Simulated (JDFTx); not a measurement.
The system is CoO.

```xyz
2
Lattice="0.0000 2.1315 2.1315 2.1315 0.0000 2.1315 2.1315 2.1315 0.0000" Properties=species:S:1:pos:R:3 pbc="T T T"
Co    0.0000    0.0000    0.0000
O     2.1315    2.1315    2.1315
```

```yaml
Program: JDFTx 1.7.0 (patched build)
Task: single point
Functional: PBEsol
Potentials_or_basis: PseudoDojo-SR-PBEsol-0.4.1-standard with smoothed tails
Cutoff: 1306 eV
Density_cutoff: 10449 eV
k_mesh: 11 × 11 × 11
Occupations: fermi-dirac, width 0.05 eV
Spin: collinear spin, ferromagnetic start
Starting_moments: "[2.0, 0.0] μB"
```

On this cell: pressure -11.1 GPa; largest force zero by symmetry; net moment 2.98 μB per cell; site moments Co +2.57; O +0.42 μB; band gap on the k mesh none (metal or under the smearing width).

The same run follows on a disturbed copy (atoms moved at random, drawn with an rms of 0.05 Å):

```
Co O
1.0
     0.00000    2.13150    2.13150
     2.13150    0.00000    2.13150
     2.13150    2.13150    0.00000
Co O
1 1
Direct
  0.99261 0.00830 0.01507
  0.49712 0.51716 0.49531
```

Question: What changes?

Answer: The energy (extrapolated to zero smearing) moves by -0.1 meV/atom; pressure -10.9 GPa; largest force 0.007 eV/Å; net moment 2.98 μB per cell; site moments Co +2.57; O +0.42 μB; band gap on the k mesh none (metal or under the smearing width).

Forces in eV/Å, atoms in the order of the input:
```
Co   0.003  0.004 -0.004
O   -0.004 -0.004  0.004
```

Stress tensor (GPa, compression positive):
```
-11.01  -0.06   0.05
 -0.06 -10.85   0.07
  0.05   0.07 -10.92
```

Caveats: a cell with one magnetic atom can't hold antiferromagnetic order, which such compounds often take; semilocal functionals often make such compounds metallic where correlation or magnetic order opens a gap, which also shifts bond lengths.
